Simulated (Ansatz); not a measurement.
ZnSe, space group P4/nmm, a calculation of the elastic constants

Program: the Python package of Ansatz (0.2.0).

Typed at the interpreter:
```pycon
>>> import ansatz as az
>>> import numpy as np
>>> cell = (
...     az.Lattice.from_parameters(4.107702, 4.107702, 6.07035, alpha=90.0, beta=90.0, gamma=90.0)
...     .atom("Zn", [0.0, 0.0, 0.0])
...     .atom("Zn", [0.5, 0.5, 0.0])
...     .atom("Se", [0.0, 0.5, 0.24628])
...     .atom("Se", [0.5, 0.0, 0.75372])
... )
>>> [site.symbol for site in cell.resolved().sites]
['Zn', 'Zn', 'Se', 'Se']
>>> calc = (
...     cell.calculation()
...     .basis(470)
...     .functional("lda")
...     .scf(tolerance=1e-10)
...     .occupations("Marzari-Vanderbilt")
...     .kpoints(6, 6, 4)
... )
>>> done = calc.elastic("clamped-ion").run(threads=1)
>>> elastic = done.elastic
>>> print(np.array2string(np.round(elastic.c_gpa, 1) + 0.0, suppress_small=True))
[[80.5 18.6 28.8  0.   0.   0. ]
 [18.6 80.5 28.8  0.   0.   0. ]
 [29.6 29.6 57.6  0.   0.   0. ]
 [ 0.   0.   0.  25.2  0.   0. ]
 [ 0.   0.   0.   0.  25.2  0. ]
 [ 0.   0.   0.   0.   0.  13.9]]
>>> print("Voigt stress of the unstrained cell (GPa, tension positive):", np.round(elastic.sigma0_gpa, 3) + 0.0)
Voigt stress of the unstrained cell (GPa, tension positive): [4.98  4.98  4.182 0.    0.    0.   ]
>>> print("smallest eigenvalue of C:", round(elastic.stability.min_eigenvalue_gpa, 1), "GPa; tensor positive definite:", elastic.stability.min_eigenvalue_gpa > 0)
smallest eigenvalue of C: 13.9 GPa; tensor positive definite: True
>>> # averaged moduli need a positive definite tensor
>>> if elastic.stability.min_eigenvalue_gpa > 0:
...     m = elastic.moduli
...     anisotropy = 5 * m.g_voigt_gpa / m.g_reuss_gpa + m.k_voigt_gpa / m.k_reuss_gpa - 6
...     print(f"Voigt K {m.k_voigt_gpa:.1f} G {m.g_voigt_gpa:.1f}; Reuss K {m.k_reuss_gpa:.1f} G {m.g_reuss_gpa:.1f}; universal anisotropy index {anisotropy:.3f}")
...
Voigt K 41.4 G 22.3; Reuss K 41.1 G 20.4; universal anisotropy index 0.486
```

A positive definite tensor excludes instabilities under uniform strain alone; phonons elsewhere in the zone can still be imaginary. The cell stands under -4.7 GPa at these settings. The cell stands under an uneven stress, so these stress-strain coefficients aren't symmetric, and eigenvalues smaller than that stress decide nothing. In a crystal with a gap the Fermi level's place inside it depends on smearing and mesh. These are clamped-ion constants: where atoms have free coordinates under strain, the relaxed-ion ones can be far smaller or negative, so this tensor doesn't settle whether the crystal is stable. The structure comes from a database of computed cells and needn't be a stable or known phase. The constants belong to the cell that was strained; where it wasn't relaxed first it may be under stress. Hardware and time: 110 s on 1 thread of Arm Neoverse V2, on a shared host, peak memory 0.56 GiB.

(A comment or docstring line of the script was reworded after the run, the code is as it ran.)
